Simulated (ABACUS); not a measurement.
Runs of ABACUS 3.10.1 on C. Symmetry: Fd-3m, No. 227, cubic system. The conventional cell has a = 3.567 Å, b = 3.567 Å, c = 3.567 Å, α = 90.00°, β = 90.00°, γ = 90.00°. Around C (site symmetry -43m) lie 4 C at 1.54 Å. This isn't the form of C at room conditions, which is graphite.

```csv
cell,gap on the mesh (eV),pressure (GPa),largest force (eV/Å)
cell strained by -0.03 along c,4.06,(a),0.14
cell strained by -0.06 along c,3.87,34.2,0.38
as given,4.21,1.9,-
cell strained by +0.06 along c,3.03,-19.8,0.02
cell strained by +0.03 along c,3.73,(b),0.05
```

Alike in all rows: task single point; level PBE; potentials or basis PseudoDojo NC SR 0.4.1 PBE standard, plane waves; no spin polarisation; k mesh 9 × 9 × 9; cutoff (eV) 1116; smearing fermi-dirac 0.05 eV.

Problem. Fill in the values left out.

Solution. (a) 16.5; (b) -10.0.

Caveats: an odd mesh through Γ misses points on the zone boundary, where band edges often lie.
